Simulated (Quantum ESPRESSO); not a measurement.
MgB2 in Quantum ESPRESSO: the effect of target pressure

The system is MgB2.

```
CELL_PARAMETERS angstrom
3.08500 0.00000 0.00000
-1.54250 2.67169 0.00000
0.00000 0.00000 3.52300
ATOMIC_POSITIONS crystal
Mg 0.00000 0.00000 0.00000
B 0.66667 0.33333 0.50000
B 0.33333 0.66667 0.50000
```

Alike in all runs:

| Item | Value |
| --- | --- |
| Program | Quantum ESPRESSO 7.5 |
| Task | relaxation of cell and atoms |
| Functional | PBEsol |
| Potentials or basis | GBRV 1.5 PBEsol |
| Cutoff | 707 eV |
| Density cutoff | 5633 eV |
| k mesh | 10 × 10 × 8 |
| Occupations | fermi-dirac, width 0.05 eV |
| Spin | no spin polarisation |

Each run relaxes the cell or the atoms first.

```csv
target pressure,relaxed volume (Å³/atom)
0 GPa,9.47
2 GPa,9.34
5 GPa,9.17
10 GPa,8.91
20 GPa,8.47
30 GPa,?
```

What does the run with target pressure 30 GPa give?

Relaxed volume 8.11 Å³/atom.

Worked out: In Murnaghan's law V^(-B') rises as a straight line in P. The other rows fit best with B' = 3.3, V0 = 9.47 Å³/atom and B0 = 149 GPa, which gives 8.11 Å³/atom at 30 GPa, against the run's 8.11.

Caveats: the volume moved by over 15 % at a fixed basis, so the end points are rough (some runs).

Runs at the PBE level aren't shown here.
